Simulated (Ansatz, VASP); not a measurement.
**Zr in VASP and in Ansatz**

```
CELL_PARAMETERS angstrom
2.85329 0.00000 0.00000
0.00000 2.85329 0.00000
0.00000 0.00000 2.85329
ATOMIC_POSITIONS crystal
Zr 0.00000 0.00000 0.00000
```

Alike in both runs: task single point; functional revPBE; k mesh 12 × 12 × 12; occupations fermi-dirac, width 0.1 eV; no spin polarisation.

```csv
,VASP,Ansatz
version,VASP 6.6.1,Ansatz 0.2.0
potentials or method,"VASP PAW PBE potentials, release 64 (Zr_sv)","plane waves (420 eV) with PAW, scalar-relativistic"
plane-wave cutoff (eV),520,420
valence electrons in the cell,12,12
```

Ansatz gave:

```
pressure (GPa) : 6.4
```

Task: What did VASP give for the same quantities?

Result: Pressure (GPa): 6.5.

Caveats: the PAW data sets were made with another functional, which shifts forces and pressure a little (VASP).
